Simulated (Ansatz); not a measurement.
**NiO2: single point with PBEsol**

The system is NiO2.

```xyz
6
Lattice="2.9122 0.0000 0.0000 -1.4561 2.5220 0.0000 0.0000 0.0000 10.5553" Properties=species:S:1:pos:R:3 pbc="T T T"
Ni    0.0000    0.0000    5.2776
Ni    0.0000    0.0000    0.0000
O     0.0000    1.6813    6.2179
O     0.0000    1.6813    9.6150
O     1.4561    0.8407    4.3374
O     1.4561    0.8407    0.9403
```

The cell comes from a database or a generator and needn't be the stable form of this composition.

```
Program             : Ansatz 0.2.0
Task                : single point
Functional          : PBEsol
Potentials or basis : Ansatz PAW
Cutoff              : 420 eV (not typed: the program's choice for these potentials)
k mesh              : 10 × 10 × 3
Occupations         : fermi-dirac, width 0.05 eV
Spin                : collinear spin, ferromagnetic start
Starting moments    : [1.0, 1.0, 0.0, 0.0, 0.0, 0.0] μB
```

```
Pressure               : -15.2 GPa
Largest force          : 1.033 eV/Å
Band gap on the k mesh : 0.91 eV, indirect (least direct gap 1.20 eV)
Net moment             : 0.00 μB per cell
Absolute moment        : 0.00 μB per cell
```

Forces on the atoms (eV/Å):
```
Ni   0.000  0.000  0.000
Ni   0.000  0.000  0.000
O    0.000  0.000 -1.033
O    0.000  0.000  1.033
O    0.000  0.000  1.033
O    0.000  0.000 -1.033
```

Stress tensor (GPa, compression positive):
```
-18.82   0.00   0.00
  0.00 -18.82   0.00
  0.00   0.00  -7.96
```

Levels at points of the mesh, in eV from the valence-band top:
Spin up:
```csv
k point,band 26,band 27,band 28,band 29,band 30,band 31,band 32,band 33,band 34,band 35
"(0.00, 0.00, 0.00)",-1.02,-1.02,-0.86,-0.20,-0.07,2.03,2.03,2.04,2.04,6.76
"(0.00, -0.50, 0.00)",-1.43,-1.42,-1.42,-0.95,-0.92,1.28,1.44,1.94,1.96,11.25
```
Spin down:
```
            k point  band 26  band 27  band 28  band 29  band 30  band 31  band 32  band 33  band 34  band 35
 (0.00, 0.00, 0.00)    -1.02    -1.02    -0.86    -0.20    -0.07     2.03     2.03     2.04     2.04     6.76
(0.00, -0.50, 0.00)    -1.43    -1.42    -1.42    -0.95    -0.92     1.28     1.44     1.94     1.96    11.25
```

Run time: 2 s on 2 threads of AMD EPYC 9R45 96-Core Processor (Zen 5) (shared host), peak memory 0.5 GiB.

Caveat: odd divisions of the mesh miss points on the zone boundary, where band edges often lie, so the gap on the mesh can be too wide; the pressure holds a Pulay correction of +0.7 GPa for the finite cutoff; the PAW data sets come from PBE, with cores solved anew for the run's functional, which leaves a small shift of forces and pressure; forces of over 1 eV/Å show positions far from the minimum, so gaps and moduli don't describe the material at rest; the starting moments weren't kept. A k mesh can miss the band edges.
